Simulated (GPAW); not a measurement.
Here is a GPAW 26.7.0 calculation.

The input run.py:

```python
from ase import Atoms
from ase.calculators.mixing import SumCalculator
from ase.filters import FrechetCellFilter
from ase.io import write
from ase.optimize import BFGS
from dftd3.ase import DFTD3
from gpaw import GPAW, PW, setup_paths

setup_paths.insert(0, '.')

atoms = Atoms(['W', 'S', 'S'],
              cell=[[3.1835163552, 0.0, 0.0],
                    [-1.5917581776, 2.7570060369, 0.0],
                    [0.0, 0.0, 16.95057789]],
              scaled_positions=[[0.0, 0.0, 0.0],
                                [0.3333333333, 0.6666666667, 0.09200051],
                                [0.3333333333, 0.6666666667, 0.90799949]],
              pbc=True)

calc = GPAW(mode=PW(600),
            xc='PBEsol',
            kpts={'size': (7, 7, 2), 'gamma': True},
            occupations={'name': 'fermi-dirac', 'width': 0.05},
            nbands=25,
            convergence={'density': 1e-05, 'energy': 1e-05},
            maxiter=150,
            txt='gpaw.txt')
atoms.calc = SumCalculator([calc, DFTD3(method='pbesol', damping='d3zero')])
opt = BFGS(FrechetCellFilter(atoms), trajectory='relax.traj', logfile='-')
done = opt.run(fmax=0.01, steps=60)
calc.write('gs.gpw')
write('result.traj', atoms)
print('Converged:', done)
print('Cell:', atoms.cell.cellpar().round(4))
print('Volume:', round(atoms.get_volume(), 4))
print(atoms.get_scaled_positions().round(5))
```

Potentials or basis: PAW data sets generated in the run's folder for this functional, pw.

The run is started by

```console
$ gpaw-setup -f PBEsol S W
$ OMP_NUM_THREADS=1 python run.py
```

What does it give for the space group after relaxing (to 0.05 Å)?

P-6m2 (No. 187).

Estimate the band gap on the k mesh.

2.24 eV, indirect (least direct gap 2.61 eV).

Estimate the relaxed cell.

a = 3.134 Å, b = 3.134 Å, c = 16.983 Å, α = 90.00°, β = 90.00°, γ = 120.00°.

The path:
```tsv
step	energy change (eV)	largest force (eV/Å)	pressure (GPa)	volume (Å³)
1	0.0000	0.1377	-1.35	148.77
2	-0.0080	0.0156	-0.95	147.89
3	-0.0189	0.2279	0.08	145.44
4	-0.0212	0.1918	0.16	144.95
5	-0.0235	0.0309	0.06	144.40
6	-0.0236	0.0073	0.00	144.47
```

Caveat: later steps reuse the first step's grids; spin-orbit coupling is left out, which moves the levels of the heavy elements. As with any semilocal functional, this PBEsol gap is likely too small.
